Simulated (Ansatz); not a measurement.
Band gap (eV)

Cell A: BaF2 (fluorite, Fm-3m), 3 atoms in the cell, k-point mesh 10×10×10 on the run's own vectors. Conventional cell: a = b = c = 6.245 Å, α = β = γ = 90.00°.

Cell B: SrF2 (fluorite, Fm-3m), 3 atoms in the cell, k-point mesh 10×10×10 on the run's own vectors. Conventional cell: a = 5.8566 Å, b = 5.8566 Å, c = 5.8566 Å, α = 90.00°, β = 90.00°, γ = 90.00°.

All numbers come from Ansatz (a quantum-chemistry and plane-wave program), plane waves with PAW, its default PAW set, cutoff 420 eV, 500 eV for r2SCAN. The structures are at rest with PBE; other levels are single points on them. HSE06 runs on coarser k-point meshes, which give the PBE gaps of the finer ones within 0.03 eV. Neutral cells; Fermi-Dirac smearing of at most 0.05 eV in the solids, energies taken to zero width. The lattices are those relaxed with PBE, so at other levels the solids can be strained, which adds to the spread. Spin-orbit coupling is left out. A dispersion term ran beside these levels; it doesn't touch the electrons. Gaps are highest filled to lowest empty Kohn-Sham level on the run's k-point mesh, states of defects and surfaces included; edges off the mesh make the true gap smaller, and under 0.08 eV counts as none.

| cell | PBE | r2SCAN | HSE06 |
|---|---|---|---|
| A | 6.74 (indirect) | 7.31 (indirect) | 8.68 |
| B | 6.79 (indirect) | 7.42 (indirect) | (withheld) |

Q: Complete the blanks.

A: 
- B, HSE06: 8.82
